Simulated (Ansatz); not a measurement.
Wanted: the native input for an Ansatz 0.2.0 run.

| Quantity | Value |
| --- | --- |
| Task | band structure |
| Functional | PBEsol |
| Potentials or basis | all-electron LAPW, scalar-relativistic |
| Cutoff | 283 eV (chosen from the basis error) |
| Basis error allowed | 0.001 eV/atom |
| k mesh | 6 × 6 × 6 |
| Occupations | fermi-dirac, width 0.05 eV |
| Spin | no spin polarisation |

InAs:

```
CELL_PARAMETERS angstrom
0.00000 3.01800 3.01800
3.01800 0.00000 3.01800
3.01800 3.01800 0.00000
ATOMIC_POSITIONS crystal
In 0.00000 0.00000 0.00000
As 0.75000 0.75000 0.75000
```

The input as run:

input.yaml

```yaml
crystal:
  lattice:
    - [0.0, 3.018, 3.018]
    - [3.018, 0.0, 3.018]
    - [3.018, 3.018, 0.0]
  atoms:
    - { symbol: In, position: [0.0, 0.0, 0.0] }
    - { symbol: As, position: [0.75, 0.75, 0.75] }
kpoints:
  mp_grid: { grid: [6, 6, 6] }
  band_path:
    path:
      - [0.0, 0.0, 0.0]
      - [0.5, 0.0, 0.5]
      - [0.5, 0.25, 0.75]
      - [0.375, 0.375, 0.75]
      - [0.0, 0.0, 0.0]
      - [0.5, 0.5, 0.5]
      - [0.625, 0.25, 0.625]
      - [0.5, 0.25, 0.75]
    npoints: 12
scf:
  occupations: { method: fermi_dirac, width: 0.05 }
hamiltonian:
  xc: pbesol
  pseudopotentials: { kind: all_electron, lapw: { basis_error: 0.001 } }
output:
  forces: true
  stress: true
  eigenvalues: true
```

Potentials or basis: all-electron LAPW, scalar-relativistic.

Launch:

```sh
$ ansatz run input.yaml --threads 1 --pin off --max-ram 3072MiB --backend cpu --events-out ev --progress --plain --runs-dir out
```

Results of the run:

| Quantity | Value |
| --- | --- |
| Pressure | 1.6 GPa |
| Band gap along the path | none (metal or under the smearing width) |

Caveat: the k mesh is thin for a metal, which can move the energy by tens of meV per atom; spin-orbit coupling is left out, which moves the levels of the heavy elements.

Wall time 34 s on 1 thread of Arm Neoverse N1 (shared host), peak memory 0.27 GiB.
